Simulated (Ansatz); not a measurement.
# CoSi2: the cost of one run

Computed with Ansatz 0.2.0 (DFT PBEsol, scalar-relativistic, plane waves, PAW, unless a step's input says otherwise).

2 further runs of the same task are left out: 2 set aside as unsound or not needed.

## Step 1: Starting point

Symmetry: Fm-3m, No. 225, cubic system. The conventional cell has a = 5.313 Å, b = 5.313 Å, c = 5.313 Å, α = 90.00°, β = 90.00°, γ = 90.00°. Co (site symmetry m-3m) has 8 Si at 2.30 Å as nearest neighbours. Si (site symmetry -43m) has 4 Co at 2.30 Å as nearest neighbours.

Structure file:

```
Co Si
1.0
     5.31251    0.00000    0.00000
     0.00000   -5.31251    0.00000
     0.00000    0.00000   -5.31251
Co Si
4 8
Direct
  0.00000 0.00000 0.00000
  0.50000 0.50000 0.00000
  0.50000 0.00000 0.50000
  0.00000 0.50000 0.50000
  0.25000 0.25000 0.25000
  0.75000 0.75000 0.25000
  0.75000 0.25000 0.75000
  0.25000 0.75000 0.75000
  0.75000 0.75000 0.75000
  0.25000 0.25000 0.75000
  0.25000 0.75000 0.25000
  0.75000 0.25000 0.25000
```

It is built from the cell relaxed beforehand with the same method (12.49 Å³/atom).

## Step 2: The reference cell

The cell is repeated 4 times, 12 atoms in all. Reference values: F = -25350.9051 eV; pressure -0.02 GPa; largest force 0.000 eV/Å; gap on the mesh none (metal). It was computed beforehand with the settings of the runs below.

## Step 3: The scan: random displacements

All atoms are moved at random with no net shift, in some cells together with a random strain.

## Step 4: Point rms move = 0.375 Å

Contents of input.yaml:

```yaml
crystal:
  lattice:
    - [5.2512530848, 0.1423750656, -0.0281078114]
    - [-0.1423750656, -5.3302169779, -0.2185853683]
    - [0.0281078114, -0.2185853683, -5.4227162936]
  atoms:
    - { symbol: Co, position: [-0.009353987, -0.0403735257, 0.1096789646] }
    - { symbol: Co, position: [0.5293344752, 0.5229920949, -0.0195841573] }
    - { symbol: Co, position: [0.45499557, -0.0978893976, 0.475341878] }
    - { symbol: Co, position: [-0.0288092574, 0.5381164432, 0.5494800707] }
    - { symbol: Si, position: [0.2238532074, 0.2903538544, 0.1991389385] }
    - { symbol: Si, position: [0.7009527286, 0.7425017105, 0.1730176206] }
    - { symbol: Si, position: [0.7616242064, 0.2292777675, 0.7360289955] }
    - { symbol: Si, position: [0.2839618993, 0.7791706618, 0.7635970233] }
    - { symbol: Si, position: [0.7333194406, 0.7776393128, 0.7343490471] }
    - { symbol: Si, position: [0.2774483505, 0.2417009626, 0.7051099168] }
    - { symbol: Si, position: [0.2738553705, 0.7665527534, 0.3083027982] }
    - { symbol: Si, position: [0.798817996, 0.2499573622, 0.265538904] }
basis:
  ecutwfc: 420
kpoints:
  mp_grid: { grid: [10, 10, 10] }
hamiltonian:
  xc: pbesol
scf:
  occupations: { method: gaussian, width: 0.15 }
output:
  forces: true
  stress: true
  eigenvalues: true
  write_density: true
  write_potential: true
  elf: true
  volumetric_format: npy
```

Command:

```bash
$ ansatz run input.yaml --threads 2 --pin off --max-ram 5120MiB --backend cpu --events-out ev --progress --plain --runs-dir out
```

**Question.** How long does this run take on 2 threads of Intel Xeon 6975P-C (Granite Rapids), shared host, and how much memory does it need?

About 2.9 min, with a peak of 2.9 GiB.
